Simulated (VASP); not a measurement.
Runs of VASP 6.6.1 on MgSe. Symmetry: Fm-3m, No. 225, cubic system. The conventional cell has a = 5.467 Å, b = 5.467 Å, c = 5.467 Å, α = 90.00°, β = 90.00°, γ = 90.00°. Mg (site symmetry m-3m) has 6 Se at 2.73 Å as nearest neighbours. Se (site symmetry m-3m) is surrounded by 6 Mg at 2.73 Å. The cell comes from a database or a generator and needn't be the stable form of this composition.

```tsv
task	level	potentials or basis	gap on the mesh (eV)	pressure (GPa)
single point	LDA	VASP PAW LDA potentials, release 64 (Mg, Se)	1.63	-3.0
electric field gradients	PBEsol	VASP PAW PBE potentials, release 64 (Mg, Se)	(a)	-0.7
electric field gradients	LDA	VASP PAW LDA potentials, release 64 (Mg, Se)	1.63	-3.0
electric field gradients	PBE	VASP PAW PBE potentials, release 64 (Mg, Se)	1.79	1.3
```

Alike in all rows: no spin polarisation; cell as given; k mesh 10 × 10 × 10; cutoff (eV) 520; smearing fermi-dirac 0.01 eV.

Fill in the values left out.

(a) 1.75.

Caveats: the PAW data sets were made with another functional, which shifts forces and pressure a little (some runs).

A k mesh can miss the band edges, and the runs leave out spin-orbit coupling on Se.
